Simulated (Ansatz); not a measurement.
Runs of Ansatz 0.2.0 on Zn. Symmetry: P6_3/mmc, No. 194, hexagonal system. Conventional cell: a = 2.670 Å, b = 2.670 Å, c = 4.966 Å, α = 90.00°, β = 90.00°, γ = 120.00°. Zn (site symmetry -6m2) is surrounded by 12 Zn at 2.67 to 2.92 Å. 

| task | level | potentials or basis | spin | cell | k mesh | cutoff (eV) | smearing | driver | points for each segment of the path | mesh quality | gap on the mesh (eV) | pressure (GPa) | relaxed volume (Å³/atom) |
| --- | --- | --- | --- | --- | --- | --- | --- | --- | --- | --- | --- | --- | --- |
| atomic charges | rPW86-PBE+D4 | Ansatz PAW earlier set | collinear, ferrimagnetic start | as given | 11 × 11 × 6 | 660 | tetrahedron | chain | - | not flagged | none | (b) | - |
| single point | PBE | Ansatz PAW | off | as given | 11 × 11 × 6 | 420 | gaussian 0.05 eV | - | - | not flagged | none | -0.7 | - |
| relaxation of cell and atoms | HSE03 | Ansatz PAW | off | relaxed | 6 × 6 × 3 | 420 | fermi-dirac 0.05 eV | - | - | coarse | none | - | 15.42 |
| single point | PBEsol0 | Ansatz PAW | off | as given | 6 × 6 × 3 | 420 | fermi-dirac 0.05 eV | - | - | coarse | none | - | - |
| relaxation of cell and atoms | HF | Ansatz PAW | off | relaxed | 6 × 6 × 3 | 420 | fermi-dirac 0.05 eV | - | - | coarse | none | - | 18.30 |
| relaxation of cell and atoms | B3LYP | Ansatz PAW | off | relaxed | 6 × 6 × 3 | 420 | fermi-dirac 0.05 eV | - | - | coarse | none | - | 16.31 |
| relaxation of cell and atoms | PBE0 | Ansatz PAW | off | relaxed | 6 × 6 × 3 | 420 | fermi-dirac 0.05 eV | - | - | coarse | none | - | (a) |
| single point | HISS | SPMS NC | off | as given | 7 × 7 × 4 | 816 | gaussian 0.05 eV | - | - | coarse | none | - | - |
| band structure | LDA | Ansatz PAW | off | as given | 7 × 7 × 3 | 420 | fermi-dirac 0.05 eV | - | 14 | coarse | none | -9.3 | - |
| electron localisation function | PBE0+D3(BJ) | Ansatz PAW polarizable | off | as given | 7 × 7 × 4 | 420 | fermi-dirac 0.05 eV | - | - | coarse | none | - | - |
| single point | PBE | Ansatz PAW | off | as given | 11 × 11 × 6 | 420 | fermi-dirac 0.05 eV | - | - | not flagged | none | -0.7 | - |

Task: Fill in the values left out.

Result: (a) 15.26; (b) -0.2.

Caveats: some runs use coarse meshes; the PAW data sets come from PBE, with cores solved anew for the run's functional, which leaves a small shift of forces and pressure (some runs); the potentials were made for another functional, which shifts forces and pressure (some runs); the plane-wave basis is chosen anew once the cell has moved, so the energies of steps on either side of that aren't comparable (some runs); pairwise dispersion overbinds metals, which lowers pressure and volume (some runs); the volume moved by over 15 % at a fixed basis, so the end points are rough (some runs); the volume moved by +19 % from the deposited cell, more than functionals usually miss (some runs).

A k mesh can miss the band edges.

A gap of «none» marks a metal or a gap under the smearing width.

Not every run made on this cell is shown here.
